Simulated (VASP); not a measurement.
Runs of VASP 6.6.1 on TiS2. The cell holds a sheet with vacuum, 3 atoms: a = 3.320 Å, b = 3.320 Å, c = 18.860 Å, α = 90.00°, β = 90.00°, γ = 120.00°. The cell was built by a generator and needn't be a form met in nature.

| task | level | spin | cell | k mesh | cutoff (eV) | grid for exact exchange (PRECFOCK) | exchange at q = 0 | dipole correction | screening parameter | gap on the mesh (eV) | largest force (eV/Å) | work function (eV) |
| --- | --- | --- | --- | --- | --- | --- | --- | --- | --- | --- | --- | --- |
| work function | PBE0 | off | P-3m1, 59.99 Å³/atom | 6 × 6 × 1 | 520 | Fast | default | yes | - | 1.07 | 0.07 | - |
| work function | PBEsol | off | P-3m1, 59.99 Å³/atom | 12 × 12 × 1 | 520 | - | - | yes | - | none | 0.04 | 5.76 |
| work function | PBEsol | non-collinear, zero start, SOC | P-3m1, 59.99 Å³/atom | 12 × 12 × 1 | 520 | - | - | yes | - | - | 0.04 | 5.76 |
| work function | HSE06 | off | P-3m1, 59.99 Å³/atom | 6 × 6 × 1 | 520 | Fast | - | yes | 0.2 1/A | (a) | 0.06 | - |
| relaxation of cell and atoms | PBEsol+D3(BJ) | off | relaxed | 12 × 12 × 1 | 600 | - | - | no | - | none | - | - |

Alike in all rows: potentials or basis VASP PAW PBE potentials, release 64 (S, Ti_sv); smearing gaussian 0.08 eV.

Problem. Fill in the values left out.

Solution. (a) 0.41.

Caveats: the PAW data sets were made with another functional, which shifts forces and pressure a little.

A k mesh can miss the band edges.

A gap of «none» marks a metal or a gap under the smearing width.
